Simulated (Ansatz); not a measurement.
# Zr3Si: rigid cleavage

All numbers below come from DFT r2SCAN, scalar-relativistic, plane waves, PAW (Ansatz 0.2.0). Cutoff 500 eV, Γ-centred 7×8×4 k-points, Gaussian smearing of 0.15 eV. No spin polarisation. Energies are free energies at this smearing, counted from the undisturbed cell; pressure is positive in compression.

The undisturbed cell (relaxed at this level; it needn't be the usual structure):

```
Zr Si
1.0
     3.04917   -5.28131    0.00000
     0.00000    0.00000   -4.94702
     9.14750    5.28131    0.00000
Zr Si
12 4
Direct
  0.00000 0.25000 0.67262
  0.50000 0.25000 0.17262
  0.24108 0.25000 0.91369
  0.74108 0.25000 0.41369
  0.75892 0.25000 0.91369
  0.25892 0.25000 0.41369
  0.50000 0.75000 0.82738
  0.00000 0.75000 0.32738
  0.25892 0.75000 0.58631
  0.75892 0.75000 0.08631
  0.74108 0.75000 0.58631
  0.24108 0.75000 0.08631
  0.00000 0.75000 0.83333
  0.50000 0.75000 0.33333
  0.50000 0.25000 0.66667
  0.00000 0.25000 0.16667
```

The cut lies on the cell's a–b face, a (1 0 0) plane (indices in the standard cell, whose axes needn't be the Cartesian ones shown) of area 30.17 Å², between layers 1.82 Å apart. Vector c is lengthened by d along the normal with the atoms' Cartesian places fixed: one unrelaxed cut a cell. The cell is metallic on the mesh throughout.

```
d (Å) energy (J/m²) traction dE/dd (GPa)
 0.00           0.00                  -0.1
 0.50              ?                     ?
 1.00           1.54                  17.8
 2.00           2.79                   8.4
 3.00           3.40                   4.2
 6.00           3.84                   0.2
```

**Question.** Give the withheld values.

**Answer.** energy (J/m²) at d (Å) = 0.50: 0.58; traction dE/dd (GPa) at d (Å) = 0.50: 18.7.

Cost: 6 runs of about 28 core-minutes in all, on Oxide Virtual Turin-like Processor (Zen 5) (shared hosts).